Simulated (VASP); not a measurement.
Input of a VASP 6.6.1 run:

Contents of INCAR:

```
SYSTEM = HfN
PREC = Accurate ; ENCUT = 450
EDIFF = 1E-6 ; ISMEAR = -1
SIGMA = 0.02 ; LREAL = .FALSE.
LASPH = .TRUE. ; NELM = 60
ALGO = Normal ; ISIF = 2
LWAVE = .FALSE. ; LCHARG = .TRUE.
GGA = PS ; LUSE_VDW = .TRUE.
IVDW_NL = 2 ; BPARAM = 20.0
CPARAM = 0.0093 ; LVHAR = .TRUE.
```

Contents of KPOINTS:

```
Automatic mesh
0
G
  9 9 9
  0 0 0
```

File POSCAR:

```
HfN
1.0
    0.0000000000      2.4548220000      2.4548220000
    2.4548220000      0.0000000000      2.4548220000
    2.4548220000      2.4548220000      0.0000000000
Hf N
1 1
Direct
    0.0013890000     -0.0035870000      0.0084710000
    0.2560200000      0.2829830000      0.2320270000
```

Potentials or basis: VASP PAW PBE potentials, release 64 (Hf_pv, N).

Command:

```sh
$ cat potpaw_PBE.64/Hf_pv/POTCAR potpaw_PBE.64/N/POTCAR > POTCAR
$ mpirun -np 1 vasp_std > vasp.out
```

Task: What does it give for the band gap on the k mesh?

Result: None (metal or under the smearing width).

Task: Estimate the largest force.

Result: 1.431 eV/Å.

Forces on the atoms (eV/Å):
```
Hf   0.428 -0.689  1.179
N   -0.428  0.689 -1.179
```

Caveat: the PAW data sets were made with another functional, which shifts forces and pressure a little. The run has no spin-orbit coupling, so splittings on Hf are missing.
